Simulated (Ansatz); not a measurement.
Bi2S3, Bi2Se3, Bi2Te3: one prototype (tetradymite), with S, Se, Te on the same site. Each was relaxed with r2SCAN+rVV10 in the plane-wave code Ansatz, and the gaps are read on those cells (d direct, i indirect). All cells are spin-unpolarised, without nuclear motion, and some may be hypothetical.

```
compound  a (Å)   c (Å)  gap, PBE (eV)  gap, r2SCAN (eV)  gap, HSE06 (eV)
   Bi2S3  4.015  28.080     0.74 d (Γ)        1.01 d (Γ)       1.28 d (Γ)
  Bi2Se3  4.142  29.263     0.34 d (Γ)        0.62 d (Γ)       0.79 d (Γ)
  Bi2Te3  4.391  31.361     0.44 d (Γ)        0.70 d (Γ)       0.84 d (Γ)
```

From Bi2S3 to Bi2Se3, a changes by +0.127 Å and the HSE06 gap by -0.49 eV. From Bi2Se3 to Bi2Te3, a changes by +0.249 Å and the HSE06 gap by +0.05 eV.

Spin-orbit coupling is left out; in compounds of Pb, Bi, Tl or Hg it can lower a gap by up to about 1 eV, split its edges or invert the bands.
